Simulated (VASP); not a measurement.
# ZnS (F-43m) in VASP: further runs

The runs below take ZnS through electric field gradients, core levels, phonons, elastic constants, with PBE.

All numbers are computed with VASP 6.6.1; they aren't measurements. Logs are shortened: lines on timing, memory, paths and dates and some standing lists are left out, and cuts for length are marked.

**What was measured.**

“Electronic, vibrational, and thermodynamic properties of ZnS (zincblende and rocksalt structure)”, 2009, arxiv:0911.5022 quotes, for a bulk crystal of ZnS at 19 K: band gap 3.85 eV (direct).

The results are compared with them further down.

## Step 1: Starting point

Symmetry: F-43m, No. 216, cubic system. The conventional cell has a = 5.404 Å, b = 5.404 Å, c = 5.404 Å, α = 90.00°, β = 90.00°, γ = 90.00°. Around Zn (site symmetry -43m) lie 4 S at 2.34 Å. S (site symmetry -43m) has 4 Zn at 2.34 Å as nearest neighbours.

## Step 2: Electric field gradients, PBE

File INCAR:

```
PREC = Accurate
ENCUT = 520
EDIFF = 1E-8
ISMEAR = 0
SIGMA = 0.02
LREAL = F
LASPH = T
NELM = 80
ALGO = Normal
ISIF = 2
LWAVE = F
LCHARG = F
GGA = PE
LEFG = T
```

File KPOINTS:

```
Automatic mesh
0
Gamma
  9 9 9
```

File POSCAR:

```
ZnS
1.0
    0.0000000000      2.7020000000      2.7020000000
    2.7020000000      0.0000000000      2.7020000000
    2.7020000000      2.7020000000      0.0000000000
Zn S
1 1
Direct
    0.7500000000      0.7500000000      0.7500000000
    0.0000000000      0.0000000000      0.0000000000
```

Potentials or basis: VASP PAW PBE potentials, release 64 (Zn, S).

Started as:

```bash
$ cat potpaw_PBE.64/Zn/POTCAR potpaw_PBE.64/S/POTCAR > POTCAR
$ mpirun -np 1 vasp_std > vasp.out
```

OUTCAR:

```text
PREC = Accurate
   ENCUT = 520
   EDIFF = 1E-8
   ISMEAR = 0
   LREAL = F
   LASPH = T
   NELM = 80
   ISIF = 2
   GGA = PE

 ion  position               nearest neighbor table
   1  0.750  0.750  0.750-   2 2.34   2 2.34   2 2.34   2 2.34
   2  0.000  0.000  0.000-   1 2.34   1 2.34   1 2.34   1 2.34

  LATTYP: Found a face centered cubic cell.
 ALAT       =     5.4040000000

  Lattice vectors:

 A1 = (   0.0000000000,   2.7020000000,   2.7020000000)
 A2 = (   2.7020000000,   0.0000000000,   2.7020000000)
 A3 = (   2.7020000000,   2.7020000000,   0.0000000000)

Analysis of symmetry for initial positions (statically):
=====================================================================
 Subroutine PRICEL returns:
 Original cell was already a primitive cell.

 Routine SETGRP: Setting up the symmetry group for a
 face centered cubic supercell.

 Subroutine GETGRP returns: Found 24 space group operations
 (whereof 24 operations were pure point group operations)
 out of a pool of 48 trial point group operations.

The static configuration has the point symmetry T_d .

Analysis of symmetry for dynamics (positions and initial velocities):
=====================================================================
 Subroutine PRICEL returns:
 Original cell was already a primitive cell.

 Routine SETGRP: Setting up the symmetry group for a
 face centered cubic supercell.

 Subroutine GETGRP returns: Found 24 space group operations
 (whereof 24 operations were pure point group operations)
 out of a pool of 48 trial point group operations.

The dynamic configuration has the point symmetry T_d .

 Subroutine INISYM returns: Found 24 space group operations
 (whereof 24 operations are pure point group operations),
 and found     1 'primitive' translations

----------------------------------------------------------------------------------------

                                     Primitive cell

  volume of cell :      39.4535

  direct lattice vectors                    reciprocal lattice vectors
     0.000000000  2.702000000  2.702000000    -0.185048113  0.185048113  0.185048113
     2.702000000  0.000000000  2.702000000     0.185048113 -0.185048113  0.185048113
     2.702000000  2.702000000  0.000000000     0.185048113  0.185048113 -0.185048113

  length of vectors
     3.821205046  3.821205046  3.821205046     0.320512733  0.320512733  0.320512733

[... 127 lines left out ...]
  energy without entropy =       -6.84725773  energy(sigma->0) =       -6.84725773

 E-fermi :   2.2198     XC(G=0):  -9.6300

 val. band max:        2.1064983697   @ k =   0.0000   0.0000   0.0000
 cond. band min:       4.2212326802   @ k =   0.0000   0.0000   0.0000
 fundamental gap:      2.1147343105
 Fermi energy:         2.2198107851

 k-point     1 :       0.0000    0.0000    0.0000
  band No.  band energies     occupation
      1     -11.0337      2.00000
      2      -4.2319      2.00000
      3      -4.2319      2.00000
      4      -4.2319      2.00000
      5      -3.7336      2.00000
      6      -3.7336      2.00000
      7       2.1065      2.00000
      8       2.1065      2.00000
      9       2.1065      2.00000
     10       4.2212      0.00000
     11       8.5033      0.00000
     12       8.5033      0.00000
     13       8.5033      0.00000
[... 354 lines left out ...]
  band No.  band energies     occupation
      1      -9.8398      2.00000
      2      -4.2616      2.00000
      3      -3.9029      2.00000
      4      -3.9029      2.00000
      5      -3.6605      2.00000
      6      -3.5768      2.00000
      7      -2.2889      2.00000
      8      -0.0563      2.00000
      9      -0.0563      2.00000
     10       5.5746      0.00000
     11       6.2376      0.00000
     12      12.8294      0.00000
     13      13.6518      0.00000

 [... further k-points ...]
[... 5 lines left out ...]
  --------------------------------------------------------------------------------------
  -------------------------------------------------------------------------------------
  Total        0.4321254      0.4321254      0.4321254      0.0000000      0.0000000      0.0000000
  in kB       17.5482706     17.5482706     17.5482706      0.0000000      0.0000000      0.0000000
  external PRESSURE =      17.5482706 kB  Pullay stress =       0.0000000 kB

 VOLUME and BASIS-vectors are now :
 -----------------------------------------------------------------------------
  energy-cutoff  :      520.00
  volume of cell :       39.45
      direct lattice vectors                 reciprocal lattice vectors
     0.000000000  2.702000000  2.702000000    -0.185048113  0.185048113  0.185048113
     2.702000000  0.000000000  2.702000000     0.185048113 -0.185048113  0.185048113
     2.702000000  2.702000000  0.000000000     0.185048113  0.185048113 -0.185048113

 POSITION                                       TOTAL-FORCE (eV/Angst)
 -----------------------------------------------------------------------------------
      4.05300      4.05300      4.05300        -0.000000      0.000000      0.000000
      0.00000      0.00000      0.00000         0.000000     -0.000000     -0.000000
 -----------------------------------------------------------------------------------
    total drift:                                0.000001      0.000001      0.000001

  FREE ENERGIE OF THE ION-ELECTRON SYSTEM (eV)
  ---------------------------------------------------
  free  energy   TOTEN  =        -6.8472577275 eV

  energy  without entropy=       -6.8472577275  energy(sigma->0) =       -6.84725773

 Electric field gradients (V/A^2)
---------------------------------------------------------------------
 ion       V_xx      V_yy      V_zz      V_xy      V_xz      V_yz
---------------------------------------------------------------------
   1       0.000    -0.000     0.000    -0.003    -0.003    -0.003
   2       0.000    -0.000     0.000    -0.000    -0.000    -0.000
---------------------------------------------------------------------

 Electric field gradients after diagonalization (V/A^2)
 (convention: |V_zz| > |V_xx| > |V_yy|)
----------------------------------------------------------------------
 ion       V_xx      V_yy      V_zz     asymmetry (V_yy - V_xx)/ V_zz
----------------------------------------------------------------------
   1       0.003     0.003    -0.006       0.000
   2       0.000     0.000    -0.000       0.000
----------------------------------------------------------------------

           NMR quadrupolar parameters

 Cq : quadrupolar parameter    Cq=e*Q*V_zz/h
 eta: asymmetry parameters     (V_yy - V_xx)/ V_zz
 Q  : nuclear electric quadrupole moment in mb (millibarn)
----------------------------------------------------------------------
 ion       Cq(MHz)       eta       Q (mb)
----------------------------------------------------------------------
   1      -0.000       0.000       1.000
   2      -0.000       0.000       1.000
----------------------------------------------------------------------
```

OSZICAR:

```text
N       E                     dE             d eps       ncg     rms          rms(c)
DAV:   1     0.845848891935E+02    0.84585E+02   -0.87999E+03   910   0.163E+03
DAV:   2    -0.129687892072E+01   -0.85882E+02   -0.81500E+02   980   0.286E+02
DAV:   3    -0.719848017043E+01   -0.59016E+01   -0.58571E+01  1130   0.714E+01
DAV:   4    -0.727345914566E+01   -0.74979E-01   -0.74949E-01  1015   0.860E+00
DAV:   5    -0.727448989784E+01   -0.10308E-02   -0.10307E-02  1125   0.100E+00    0.687E+00
DAV:   6    -0.686313188056E+01    0.41136E+00   -0.95570E-01  1314   0.369E+01    0.536E+00
DAV:   7    -0.684745988851E+01    0.15672E-01   -0.34932E-01   935   0.574E+00    0.273E+00
DAV:   8    -0.684681766875E+01    0.64222E-03   -0.56347E-03  1080   0.709E-01    0.811E-01
DAV:   9    -0.684709589008E+01   -0.27822E-03   -0.11105E-03  1043   0.320E-01    0.123E-01
DAV:  10    -0.684723218312E+01   -0.13629E-03   -0.13990E-04  1050   0.130E-01    0.580E-02
DAV:  11    -0.684725689383E+01   -0.24711E-04   -0.36989E-05   990   0.757E-02    0.865E-03
DAV:  12    -0.684725783961E+01   -0.94578E-06   -0.25487E-06  1086   0.154E-02    0.365E-03
DAV:  13    -0.684725773278E+01    0.10683E-06   -0.26825E-07  1115   0.114E-02    0.609E-04
DAV:  14    -0.684725770423E+01    0.28546E-07   -0.87703E-08  1015   0.280E-03    0.385E-04
DAV:  15    -0.684725772704E+01   -0.22807E-07   -0.58209E-09   720   0.105E-03    0.202E-04
DAV:  16    -0.684725772755E+01   -0.51227E-09   -0.56593E-10   500   0.481E-04
   1 F= -.68472577E+01 E0= -.68472577E+01  d E =-.532461E-18
```

Wall time 27 s (1 thread of Intel Xeon Platinum 8488C (Sapphire Rapids), shared host); peak memory 0.16 GiB.

What came out:

```
Free energy            : -6.8473 eV
Pressure               : 1.8 GPa
Band gap on the k mesh : 2.11 eV, direct
```

Levels at points of the mesh, in eV from the valence-band top:
| k point | band 5 | band 6 | band 7 | band 8 | band 9 | band 10 | band 11 | band 12 | band 13 |
| --- | --- | --- | --- | --- | --- | --- | --- | --- | --- |
| (0.00, 0.00, 0.00) | -5.84 | -5.84 | 0.00 | 0.00 | 0.00 | 2.11 | 6.40 | 6.40 | 6.40 |

Electric field gradients, principal values (V/Å²):
```
atom    Vxx    Vyy     Vzz
1 Zn  0.003  0.003  -0.006
 2 S  0.000  0.000   0.000
```

## Step 3: Core levels, PBE

File INCAR:

```
SYSTEM = ZnS
  PREC = Accurate
  ENCUT = 520
  EDIFF = 1E-6
  ISMEAR = 0
  SIGMA = 0.02
  LREAL = .FALSE.
  LASPH = .TRUE.
  NELM = 60
  ALGO = Normal
  ISIF = 2
  LWAVE = .FALSE.
  LCHARG = .FALSE.
  GGA = PE
  ICORELEVEL = 1
```

File KPOINTS:

```
regular mesh
0
G
  9 9 9
  0 0 0
```

POSCAR is that of step 2.

Potentials or basis: VASP PAW PBE potentials, release 64 (Zn, S).

Started as:

```bash
$ cat potpaw_PBE.64/Zn/POTCAR potpaw_PBE.64/S/POTCAR > POTCAR
$ mpirun -np 1 vasp_std > vasp.out
```

OUTCAR:

```text
SYSTEM = ZnS
   PREC = Accurate
   ENCUT = 520
   EDIFF = 1E-6
   ISMEAR = 0
   LREAL = .FALSE.
   LASPH = .TRUE.
   NELM = 60
   ISIF = 2
   GGA = PE

 ion  position               nearest neighbor table
   1  0.750  0.750  0.750-   2 2.34   2 2.34   2 2.34   2 2.34
   2  0.000  0.000  0.000-   1 2.34   1 2.34   1 2.34   1 2.34

  LATTYP: Found a face centered cubic cell.
 ALAT       =     5.4040000000

  Lattice vectors:

 A1 = (   0.0000000000,   2.7020000000,   2.7020000000)
[... 477 lines left out ...]

------------------------ aborting loop because EDIFF is reached ----------------------------------------

  FORCE on cell =-STRESS in cart. coord.  units (eV):
  Direction    XX          YY          ZZ          XY          YZ          ZX
  --------------------------------------------------------------------------------------
  -------------------------------------------------------------------------------------
  Total        0.4370960      0.4370960      0.4370960      0.0000000      0.0000000      0.0000000
  in kB       17.7501249     17.7501249     17.7501249      0.0000000      0.0000000      0.0000000
  external PRESSURE =      17.7501249 kB  Pullay stress =       0.0000000 kB

 VOLUME and BASIS-vectors are now :
 -----------------------------------------------------------------------------
  energy-cutoff  :      520.00
  volume of cell :       39.45
      direct lattice vectors                 reciprocal lattice vectors
     0.000000000  2.702000000  2.702000000    -0.185048113  0.185048113  0.185048113
     2.702000000  0.000000000  2.702000000     0.185048113 -0.185048113  0.185048113
     2.702000000  2.702000000  0.000000000     0.185048113  0.185048113 -0.185048113

 POSITION                                       TOTAL-FORCE (eV/Angst)
 -----------------------------------------------------------------------------------
      4.05300      4.05300      4.05300         0.000000      0.000000      0.000000
      0.00000      0.00000      0.00000        -0.000000     -0.000000     -0.000000
 -----------------------------------------------------------------------------------
    total drift:                                0.000001      0.000001      0.000001

  FREE ENERGIE OF THE ION-ELECTRON SYSTEM (eV)
  ---------------------------------------------------
  free  energy   TOTEN  =        -6.8472578393 eV

  energy  without entropy=       -6.8472578393  energy(sigma->0) =       -6.84725784
```

OSZICAR:

```text
N       E                     dE             d eps       ncg     rms          rms(c)
DAV:   1     0.845848891935E+02    0.84585E+02   -0.87999E+03   910   0.163E+03
DAV:   2    -0.129687892072E+01   -0.85882E+02   -0.81500E+02   980   0.286E+02
DAV:   3    -0.719848017043E+01   -0.59016E+01   -0.58571E+01  1130   0.714E+01
DAV:   4    -0.727345914566E+01   -0.74979E-01   -0.74949E-01  1015   0.860E+00
DAV:   5    -0.727448989784E+01   -0.10308E-02   -0.10307E-02  1125   0.100E+00    0.687E+00
DAV:   6    -0.686313188056E+01    0.41136E+00   -0.95570E-01  1314   0.369E+01    0.536E+00
DAV:   7    -0.684745988851E+01    0.15672E-01   -0.34932E-01   935   0.574E+00    0.273E+00
DAV:   8    -0.684681766875E+01    0.64222E-03   -0.56347E-03  1080   0.709E-01    0.811E-01
DAV:   9    -0.684709589008E+01   -0.27822E-03   -0.11105E-03  1043   0.320E-01    0.123E-01
DAV:  10    -0.684723218312E+01   -0.13629E-03   -0.13990E-04  1050   0.130E-01    0.580E-02
DAV:  11    -0.684725689383E+01   -0.24711E-04   -0.36989E-05   990   0.757E-02    0.865E-03
DAV:  12    -0.684725783926E+01   -0.94543E-06   -0.25451E-06  1046   0.154E-02
   1 F= -.68472578E+01 E0= -.68472578E+01  d E =-.549025E-18
```

stdout:

```text
POSCAR found type information on POSCAR ZnS
 POSCAR found :  2 types and       2 ions
 scaLAPACK will be used
 LDA part: xc-table for (Slater+PW92), standard interpolation
 POSCAR, INCAR and KPOINTS ok, starting setup
 FFT: planning ... GRIDC
 FFT: planning ... GRID_SOFT
 FFT: planning ... GRID
 WAVECAR not read
 entering main loop
```

Wall time 11 s (1 thread of Intel Xeon Platinum 8488C (Sapphire Rapids), shared host); peak memory 0.15 GiB.

What came out:

```
Free energy            : -6.8473 eV
Pressure               : 1.8 GPa
Band gap on the k mesh : 2.11 eV, direct
```

Core levels (eV, on the scale of the bands):
| atom | levels |
| --- | --- |
| 1 Zn | 1s -9518.1, 2s -1151.6, 2p -997.3, 3s -122.8, 3p -76.9 |
| 2 S | 1s -2396.4, 2s -202.6, 2p -147.3 |

[end of part 1 of 2]
